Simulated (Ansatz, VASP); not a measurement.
# Two plane-wave programs on Ge

```xyz
1
Lattice="1.3783 -2.5654 0.0000 1.3783 2.5654 0.0000 0.0000 0.0000 2.6618" Properties=species:S:1:pos:R:3 pbc="T T T"
Ge    1.3783    0.0000    0.0000
```

This isn't the form of Ge at room conditions, which is diamond.

Alike in both runs: task single point; functional r2SCAN; k mesh 11 × 11 × 10; occupations fermi-dirac, width 0.05 eV; no spin polarisation.

```csv
,VASP,Ansatz
version,VASP 6.6.1,Ansatz 0.2.0
potentials or method,"VASP PAW PBE potentials, release 64 (Ge_d)",Ansatz PAW
plane-wave cutoff (eV),520,500
valence electrons in the cell,14,14
```

|  | VASP | Ansatz | Ansatz less VASP |
| --- | --- | --- | --- |
| gap on the k mesh at the Fermi level (eV) | none | none | - |
| pressure (GPa) | -0.6 | -0.3 | +0.25 |
| largest component of the traceless stress (GPa) | 1.59 | 1.55 | -0.047 |

A gap of «none» marks a metal or a gap that the smearing closes.

Caveats: the PAW data sets were made with another functional, which shifts forces and pressure a little (VASP); the PAW data sets come from PBE, with cores solved anew for the run's functional, which leaves a small shift of forces and pressure (Ansatz).
